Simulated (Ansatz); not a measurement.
**ZnS under changes of volume**

One of the cells (19.727 Å³/atom); the others are scaled copies at fixed shape and fractional positions:

```
Zn S
1.0
     0.00000    2.70200    2.70200
     2.70200    0.00000    2.70200
     2.70200    2.70200    0.00000
Zn S
1 1
Direct
  0.75000 0.75000 0.75000
  0.00000 0.00000 0.00000
```

| Quantity | Value |
| --- | --- |
| Program | Ansatz 0.2.0 |
| Functional | PBEsol |
| Potentials or basis | all-electron LAPW, scalar-relativistic |
| Cutoff | 305 eV (chosen from the basis error) |
| Basis error allowed | 0.0005 eV/atom |
| k mesh | 9 × 9 × 9 |
| Occupations | fermi-dirac, width 0.05 eV |
| Spin | no spin polarisation |

```csv
volume (Å³/atom),energy over the lowest point (meV/atom),pressure (GPa),gap on the mesh (eV)
18.543,5.91,3.0,2.24
18.938,0.80,1.2,2.15
19.332,0.00,-0.5,2.06
19.727,?,?,?
20.121,9.57,-3.3,1.89
20.516,19.16,-4.5,1.81
20.910,31.51,-5.5,1.73
```

What does the run at 19.727 Å³/atom give?

Energy over the lowest point 3.06 meV/atom; pressure -2.0 GPa; gap on the mesh 1.98 eV.

Worked out: A Birch-Murnaghan fit of order 3 (a polynomial in V^(-2/3)) to the other rows has its minimum at 19.21 Å³/atom with B0 = V·E''(V) = 79 GPa and B' = 4.4. It gives 3.06 meV/atom at 19.727 Å³/atom, against the run's 3.06, and -dE/dV = -2.0 GPa, against -2.0. A straight line through the other rows of the gap, of slope -4.25 eV per unit of ln V (its deformation potential), gives 1.98 eV, against the run's 1.98.

Energies are extrapolated to zero smearing.
